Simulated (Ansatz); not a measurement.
Starting cell, Li₃N (Li3N type, space group P6/mmm):

```yaml
crystal:
  lattice:
    - [3.63435, 0.00000, 0.00000]
    - [-1.81718, 3.14744, 0.00000]
    - [0.00000, 0.00000, 3.86452]
  atoms:
    - { symbol: Li, position: [0.00000, 0.00000, 0.50000] }
    - { symbol: Li, position: [0.33333, 0.66667, 0.00000] }
    - { symbol: Li, position: [0.66667, 0.33333, 0.00000] }
    - { symbol: N, position: [0.00000, 0.00000, 0.00000] }
```

A phonon eigenvector at Γ is frozen into this cell: atom i moves by Q times the vector below, so Q is the largest atomic displacement, in Å. The cell is held.

| atom | x | y | z |
|---|---|---|---|
| Li1 | 0.000 | 0.000 | -1.000 |
| Li2 | 0.000 | 0.000 | 0.025 |
| Li3 | 0.000 | 0.000 | 0.025 |
| N4 | 0.000 | 0.000 | 0.471 |

Method: PBE (plane waves to 420 eV, PAW, scalar-relativistic; Ansatz, a quantum-chemistry and plane-wave program). k mesh 10×10×9 (Γ-centred), Fermi-Dirac smearing 0.05 eV. The energy includes the smearing's −TS. Li3N was relaxed with its symmetry unable to fall. ΔE is measured from the undisplaced structure.

```tsv
Q (Å)	ΔE (meV/cell)
-0.1000	85.7
-0.0833	withheld
-0.0667	37.3
-0.0500	20.8
-0.0333	9.2
-0.0167	2.3
0.0000	0.0
0.0167	2.3
0.0333	9.2
0.0500	20.8
0.0667	37.3
0.0833	withheld
0.1000	85.7
```

Question: Fit an even polynomial form (powers 2, 4) to the given rows and predict ΔE at Q = 0.0833.

Answer: Least squares on the 11 given rows: ΔE = (8238)·Q² + (33160)·Q⁴, in meV/cell with Q in Å; root-mean-square residual 0.01 meV/cell. At 0.0833 the fit gives 58.8 meV/cell; the calculation gives 58.8 meV/cell, the same to the digits shown. The quadratic term alone would give 57.2 meV/cell.

(A displaced cell: forces are minus the slopes of the energy, force constants its curvatures, and phonons follow from these.)
